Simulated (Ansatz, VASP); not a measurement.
## Two plane-wave programs on CdH2O2

File INCAR:

```
SYSTEM = CdH2O2
ALGO = Normal ; EDIFF = 1E-7
ENCUT = 520 ; GGA = PS
ISIF = 2 ; ISMEAR = 0
LASPH = .True. ; LCHARG = .False.
LREAL = .False. ; LWAVE = .False.
NBANDS = 21 ; NELM = 80
PREC = Accurate ; SIGMA = 0.01
```

Contents of KPOINTS:

```
k-points
0
Gamma
  6 6 4
  0 0 0
```

File POSCAR:

```
CdH2O2
1.0
    3.5388082674      0.0000000000      0.0000000000
   -1.7694041337      3.0646978597      0.0000000000
    0.0000000000      0.0000000000      4.6737283933
Cd H O
1 2 2
Direct
    0.0000000000      0.0000000000      0.0000000000
    0.6666666667      0.3333333333      0.5509607200
    0.3333333333      0.6666666667      0.4490392800
    0.6666666667      0.3333333333      0.7593720000
    0.3333333333      0.6666666667      0.2406280000
```

Input for Ansatz:

```yaml
crystal:
  lattice:
    - [3.5388082673841175, 0.0, 0.0]
    - [-1.7694041336920587, 3.0646978596598298, 0.0]
    - [0.0, 0.0, 4.67372839333129]
  atoms:
    - { symbol: Cd, position: [0.0, 0.0, 0.0] }
    - { symbol: H, position: [0.6666666666666666, 0.3333333333333333, 0.55096072] }
    - { symbol: H, position: [0.3333333333333333, 0.6666666666666666, 0.44903928] }
    - { symbol: O, position: [0.6666666666666666, 0.3333333333333333, 0.759372] }
    - { symbol: O, position: [0.3333333333333333, 0.6666666666666666, 0.240628] }
basis:
  ecutwfc: 462.593566181796
kpoints:
  mp_grid:
    grid: [6, 6, 4]
hamiltonian:
  xc: pbesol
  pseudopotentials:
    kind: paw
scf:
  convergence:
    dr2_threshold: 1.0e-07
  occupations:
    method: fixed
output:
  stress: true
```

The cell comes from a database or a generator and needn't be the stable form of this composition.

Alike in both runs: task single point; functional PBEsol; k mesh 6 × 6 × 4; no spin polarisation.

|  | VASP | Ansatz |
| --- | --- | --- |
| version | VASP 6.6.1 | Ansatz 0.2.0 |
| potentials or method | VASP PAW PBE potentials, release 64 (Cd, H, O) | plane waves, PAW |
| plane-wave cutoff (eV) | 520 | 463 |
| occupations | gaussian, width 0.01 eV | fixed |
| valence electrons in the cell | 26 | 34 |

|  | VASP | Ansatz | Ansatz less VASP |
| --- | --- | --- | --- |
| pressure (GPa) | -1.9 | -2.7 | -0.74 |
| largest component of the traceless stress (GPa) | 1.32 | 0.90 | -0.421 |

The two sets of potentials don't hold the same shells in valence. Ansatz warned: «stress_scf_threshold_loose».

Caveats: the PAW data sets were made with another functional, which shifts forces and pressure a little (VASP). A k mesh can miss the band edges.
